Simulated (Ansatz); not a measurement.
**Trigonal (grey) selenium under r²SCAN: how the plane-wave cutoff moves the result, part 1 of 2**

A convergence test of the plane-wave cutoff. The geometry was relaxed under r²SCAN beforehand and stays fixed; 9 values are run, from 150 to 800 eV. Wanted are the values from which on the energy stays within 10 and 1 meV/atom, and the pressure within 0.5 GPa, of the last run. Within the series other settings stay, but some runs also write fields, which adds to their time. Spin polarisation is left out.

Method: DFT r²SCAN, plane waves with PAW, scalar-relativistic, in Ansatz 0.2.0.

### Step 1. Starting point

The structure is trigonal, space group P3_121 (No. 152). Conventional cell: a = 4.493 Å, b = 4.493 Å, c = 4.992 Å, α = 90.00°, β = 90.00°, γ = 120.00°. Se (site symmetry 2) is surrounded by 2 Se at 2.38 Å.

As a file:

```cif
data_structure
_symmetry_space_group_name_H-M 'P3_121'
_symmetry_Int_Tables_number 152
_cell_length_a 4.4931
_cell_length_b 4.4931
_cell_length_c 4.9924
_cell_angle_alpha 90.000
_cell_angle_beta 90.000
_cell_angle_gamma 120.000
_cell_volume 87.28
loop_
_atom_site_label
_atom_site_type_symbol
_atom_site_symmetry_multiplicity
_atom_site_Wyckoff_symbol
_atom_site_fract_x
_atom_site_fract_y
_atom_site_fract_z
_atom_site_occupancy
Se1 Se 3 a 0.21783 0.00000 0.33333 1
```

### Step 2. The usual settings first

The input, input.yaml:

```yaml
crystal:
  lattice:
    - [4.4930560488, 0.0, 0.0]
    - [-2.2465280244, 3.8911006789, 0.0]
    - [0.0, 0.0, 4.9923929492]
  atoms:
    - { symbol: Se, position: [0.2178291882, 0.0, 0.3333333333] }
    - { symbol: Se, position: [1.0, 0.2178291882, 0.6666666667] }
    - { symbol: Se, position: [0.7821708118, 0.7821708118, 0.0] }
hamiltonian:
  xc: r2scan
  pseudopotentials:
    kind: paw
    azcp:
      Se: "pseudopotentials/Se.paw.azcp"
basis:
  ecutwfc: 500
  fft_grid_basis: typed
kpoints:
  mp_grid: { grid: [8, 8, 6], shift: [0, 0, 0] }
magnetization:
  spin_polarized: false
scf:
  occupations: { method: fermi_dirac, width: 0.05 }
  lower_state_search: "off"
output:
  stress: true
  write_density: true
  write_potential: true
  elf: true
  volumetric_format: npy
```

Started as:

```
$ ansatz run input.yaml --threads 2 --pin off --max-ram 5120MiB --backend cpu --events-out ev --progress --plain --runs-dir out
```

The log of the run (excerpt; [...] marks lines left out):

```text
Warning: RAYON_NUM_THREADS=2 ignored (pool sized by the plan → 2); use --threads N
[...]
Pseudopotentials: kind: paw
Pseudopotential: Se, paw, valence charge 16, recommended cutoff 500 eV (meta_gga), <dir>
Functional definition: r2SCAN
[...]
Crystal: 3 atoms, lattice volume = 87.282 Å³
Basis set: ecut = 500 eV, 2209 PW (Γ), exchange–correlation on 144×144×160 points (64 copies of the dense FFT grid, shifted against one another)
Bands: 29, of which v1, the nominal top of the filled ones, is band 24 counted from 1 (23 counted from 0)
Symmetry: 6 space group operations
Space group: P3121 (ITA 152), of the structure as read, at distance tolerance 4.4e-5 Å
k-points: 50 of 384 (time reversal used)
[...]
SCF iter   1: F=-16434.376441 eV  HF=-16434.371010 eV  |F-HF|=5.43e-3  |Δ(HF+E_count)|=         —  Δρ=2.84e-3  dr2=4.70e-3  dr2_τ=9.26e-3  ethr=1.77e-3  ⟨swp⟩=6.0  Hψ=6311  notcnv=0
[...]
SCF iter   6: F=-16434.379799 eV  HF=-16434.379799 eV  |F-HF|=7.67e-9  |Δ(HF+E_count)|=   2.10e-7  Δρ=2.80e-6  dr2=6.41e-9  dr2_τ=1.80e-10  ethr=2.08e-10  ⟨swp⟩=10.4  Hψ=9509  notcnv=0
[...]
SCF converged after 6 iterations
Free energy (F): -16434.379799 eV
[...]
E sigma→0 (E₀):  -16434.379799 eV
Entropy (-TS):   -0.000000 eV (-0.000 meV/atom)
Fermi energy:    6.447248 eV
[...]
--- Stress (GPa, compression-positive) ---
        0.030448       0.000000      -0.000000
        0.000000       0.030448      -0.000000
       -0.000000      -0.000000       0.037211
  P = ⅓ Tr σ = 0.0327 GPa (0.327 kbar)
--- Band table (eV; the first three rows and the last of 50) ---
[...]
```

Wall time 9.5 s (2 threads of Intel Xeon 6975P-C (Granite Rapids), shared host); peak memory 0.64 GiB.

### Step 3. With a cutoff of 150 eV

The run at 150 eV.

input.yaml, as its differences from that of step 2:

```diff
@@ -16,6 +16,6 @@
 basis:
-  ecutwfc: 500
+  ecutwfc: 150
   fft_grid_basis: typed
 kpoints:
-  mp_grid: { grid: [8, 8, 6], shift: [0, 0, 0] }
+  mp_grid: { grid: [8, 8, 7], shift: [0, 0, 0] }
 magnetization:
```

Started as:

```
$ ansatz run input.yaml --threads 2 --pin off --max-ram 5120MiB --backend cpu --events-out ev --progress --plain --runs-dir out
```

The log of the run (excerpt; [...] marks lines left out):

```text
Warning: basis.ecutwfc = 150 eV is below the records' recommended 500 eV, and the density's cutoff is lower with it unless basis.ecutrho_ratio is high enough to keep the records' density cutoff: compare with a run at a higher cutoff
Warning: RAYON_NUM_THREADS=2 ignored (pool sized by the plan → 2); use --threads N
[...]
[... 3 set-up lines as earlier in the session ...]
[...]
Crystal: 3 atoms, lattice volume = 87.282 Å³
Basis set: ecut = 150 eV, 363 PW (Γ), exchange–correlation on 72×72×80 points (64 copies of the dense FFT grid, shifted against one another)
Bands: 29, of which v1, the nominal top of the filled ones, is band 24 counted from 1 (23 counted from 0)
[... 2 set-up lines as earlier in the session ...]
k-points: 55 of 448 (time reversal used)
[...]
SCF iter   1: F=-16383.944968 eV  HF=-16397.128788 eV  |F-HF|=1.32e1  |Δ(HF+E_count)|=         —  Δρ=4.70e-2  dr2=9.73e-1  dr2_τ=6.55e-2  ethr=1.77e-3  ⟨swp⟩=6.4  Hψ=6459  notcnv=0
[...]
SCF iter   7: F=-16386.984682 eV  HF=-16386.984682 eV  |F-HF|=2.55e-10  |Δ(HF+E_count)|=   8.60e-8  Δρ=3.08e-6  dr2=8.45e-9  dr2_τ=5.24e-10  ethr=2.08e-10  ⟨swp⟩=9.7  Hψ=8583  notcnv=0
[...]
SCF converged after 7 iterations
Free energy (F): -16386.984682 eV
[...]
E sigma→0 (E₀):  -16386.984682 eV
Entropy (-TS):   -0.000000 eV (-0.000 meV/atom)
Fermi energy:    5.881695 eV
[...]
--- Stress (GPa, compression-positive) ---
       -0.827967       0.000000      -0.000000
       -0.000000      -0.827967      -0.000000
        0.000000      -0.000000      -6.300214
  P = ⅓ Tr σ = -2.6520 GPa (-26.520 kbar)
--- Band table (eV; the first three rows and the last of 55) ---
[...]
```

Wall time 2.4 s (2 threads of Intel Xeon 6975P-C (Granite Rapids), shared host); peak memory 0.38 GiB.

### Step 4. With a cutoff of 200 eV

The run at 200 eV.

input.yaml, as its differences from that of step 3:

```diff
@@ -16,3 +16,3 @@
 basis:
-  ecutwfc: 150
+  ecutwfc: 200
   fft_grid_basis: typed
@@ -27,5 +27 @@
   stress: true
-  write_density: true
-  write_potential: true
-  elf: true
-  volumetric_format: npy
```

Started as:

```
$ ansatz run input.yaml --threads 2 --pin off --max-ram 5120MiB --backend cpu --events-out ev --progress --plain --runs-dir out
```

The log of the run (excerpt; [...] marks lines left out):

```text
Warning: basis.ecutwfc = 200 eV is below the records' recommended 500 eV, and the density's cutoff is lower with it unless basis.ecutrho_ratio is high enough to keep the records' density cutoff: compare with a run at a higher cutoff
Warning: RAYON_NUM_THREADS=2 ignored (pool sized by the plan → 2); use --threads N
[...]
[... 3 set-up lines as earlier in the session ...]
[...]
Crystal: 3 atoms, lattice volume = 87.282 Å³
Basis set: ecut = 200 eV, 563 PW (Γ), exchange–correlation on 96×96×96 points (64 copies of the dense FFT grid, shifted against one another)
Bands: 28, of which v1, the nominal top of the filled ones, is band 24 counted from 1 (23 counted from 0)
[... 2 set-up lines as earlier in the session ...]
k-points: 55 of 448 (time reversal used)
[...]
SCF iter   1: F=-16424.186271 eV  HF=-16426.576392 eV  |F-HF|=2.39e0  |Δ(HF+E_count)|=         —  Δρ=1.05e-2  dr2=4.97e-2  dr2_τ=1.54e-2  ethr=1.77e-3  ⟨swp⟩=6.0  Hψ=6176  notcnv=0
[...]
SCF iter   7: F=-16424.838135 eV  HF=-16424.838135 eV  |F-HF|=1.92e-9  |Δ(HF+E_count)|=   1.66e-7  Δρ=1.54e-6  dr2=2.07e-9  dr2_τ=7.31e-11  ethr=2.08e-10  ⟨swp⟩=4.0  Hψ=4732  notcnv=0
[...]
SCF converged after 7 iterations
Free energy (F): -16424.838135 eV
[...]
E sigma→0 (E₀):  -16424.838135 eV
Entropy (-TS):   -0.000000 eV (-0.000 meV/atom)
Fermi energy:    6.282407 eV
[...]
--- Stress (GPa, compression-positive) ---
       -0.489646       0.000000      -0.000000
        0.000000      -0.489646      -0.000000
       -0.000000      -0.000000      -1.601771
  P = ⅓ Tr σ = -0.8604 GPa (-8.604 kbar)
```

Run time: 2.4 s. Hardware: 2 threads of Intel Xeon 6975P-C (Granite Rapids), shared host; peak memory 0.42 GiB.

### Step 5. With a cutoff of 250 eV

The run at 250 eV.

input.yaml, as its differences from that of step 4:

```diff
@@ -16,3 +16,3 @@
 basis:
-  ecutwfc: 200
+  ecutwfc: 250
   fft_grid_basis: typed
```

Started as:

```
$ ansatz run input.yaml --threads 2 --pin off --max-ram 5120MiB --backend cpu --events-out ev --progress --plain --runs-dir out
```

The log of the run (excerpt; [...] marks lines left out):

```text
Warning: basis.ecutwfc = 250 eV is below the records' recommended 500 eV, and the density's cutoff is lower with it unless basis.ecutrho_ratio is high enough to keep the records' density cutoff: compare with a run at a higher cutoff
Warning: RAYON_NUM_THREADS=2 ignored (pool sized by the plan → 2); use --threads N
[...]
[... 3 set-up lines as earlier in the session ...]
[...]
Crystal: 3 atoms, lattice volume = 87.282 Å³
Basis set: ecut = 250 eV, 787 PW (Γ), exchange–correlation on 96×96×108 points (64 copies of the dense FFT grid, shifted against one another)
Bands: 28, of which v1, the nominal top of the filled ones, is band 24 counted from 1 (23 counted from 0)
[... 2 set-up lines as earlier in the session ...]
k-points: 55 of 448 (time reversal used)
[...]
SCF iter   1: F=-16432.919196 eV  HF=-16433.096643 eV  |F-HF|=1.77e-1  |Δ(HF+E_count)|=         —  Δρ=4.18e-3  dr2=9.84e-3  dr2_τ=9.88e-3  ethr=1.77e-3  ⟨swp⟩=6.0  Hψ=6295  notcnv=0
[...]
SCF iter   6: F=-16432.987375 eV  HF=-16432.987375 eV  |F-HF|=2.94e-8  |Δ(HF+E_count)|=   4.40e-7  Δρ=6.49e-6  dr2=5.14e-8  dr2_τ=7.57e-10  ethr=2.08e-10  ⟨swp⟩=4.0  Hψ=4784  notcnv=0
[...]
SCF converged after 6 iterations
Free energy (F): -16432.987375 eV
[...]
E sigma→0 (E₀):  -16432.987375 eV
Entropy (-TS):   -0.000000 eV (-0.000 meV/atom)
Fermi energy:    6.440730 eV
[...]
--- Stress (GPa, compression-positive) ---
        0.339259       0.000000      -0.000000
        0.000000       0.339259      -0.000000
       -0.000000      -0.000000       0.357374
  P = ⅓ Tr σ = 0.3453 GPa (3.453 kbar)
```

Run time: 3.2 s. Hardware: 2 threads of Intel Xeon 6975P-C (Granite Rapids), shared host; peak memory 0.45 GiB.

### Step 6. With a cutoff of 300 eV

The run at 300 eV.

input.yaml, as its differences from that of step 5:

```diff
@@ -16,3 +16,3 @@
 basis:
-  ecutwfc: 250
+  ecutwfc: 300
   fft_grid_basis: typed
```

Started as:

```
$ ansatz run input.yaml --threads 2 --pin off --max-ram 5120MiB --backend cpu --events-out ev --progress --plain --runs-dir out
```

The log of the run (excerpt; [...] marks lines left out):

```text
Warning: basis.ecutwfc = 300 eV is below the records' recommended 500 eV, and the density's cutoff is lower with it unless basis.ecutrho_ratio is high enough to keep the records' density cutoff: compare with a run at a higher cutoff
Warning: RAYON_NUM_THREADS=2 ignored (pool sized by the plan → 2); use --threads N
[...]
[... 3 set-up lines as earlier in the session ...]
[...]
Crystal: 3 atoms, lattice volume = 87.282 Å³
Basis set: ecut = 300 eV, 1011 PW (Γ), exchange–correlation on 108×108×120 points (64 copies of the dense FFT grid, shifted against one another)
Bands: 28, of which v1, the nominal top of the filled ones, is band 24 counted from 1 (23 counted from 0)
[... 2 set-up lines as earlier in the session ...]
k-points: 55 of 448 (time reversal used)
[...]
SCF iter   1: F=-16434.268095 eV  HF=-16434.258578 eV  |F-HF|=9.52e-3  |Δ(HF+E_count)|=         —  Δρ=3.06e-3  dr2=5.57e-3  dr2_τ=9.25e-3  ethr=1.77e-3  ⟨swp⟩=5.9  Hψ=6485  notcnv=0
[...]
SCF iter   6: F=-16434.270382 eV  HF=-16434.270382 eV  |F-HF|=1.70e-8  |Δ(HF+E_count)|=   4.33e-7  Δρ=4.43e-6  dr2=1.89e-8  dr2_τ=3.99e-10  ethr=2.08e-10  ⟨swp⟩=4.0  Hψ=5539  notcnv=0
[...]
SCF converged after 6 iterations
Free energy (F): -16434.270382 eV
[...]
E sigma→0 (E₀):  -16434.270382 eV
Entropy (-TS):   -0.000000 eV (-0.000 meV/atom)
Fermi energy:    6.482433 eV
[...]
--- Stress (GPa, compression-positive) ---
        0.038687       0.000000      -0.000000
        0.000000       0.038687      -0.000000
       -0.000000      -0.000000       0.074373
  P = ⅓ Tr σ = 0.0506 GPa (0.506 kbar)
```

It took 4 s on 2 threads of Intel Xeon 6975P-C (Granite Rapids), shared host; peak memory 0.44 GiB.

(Continued in part 2 of 2.)
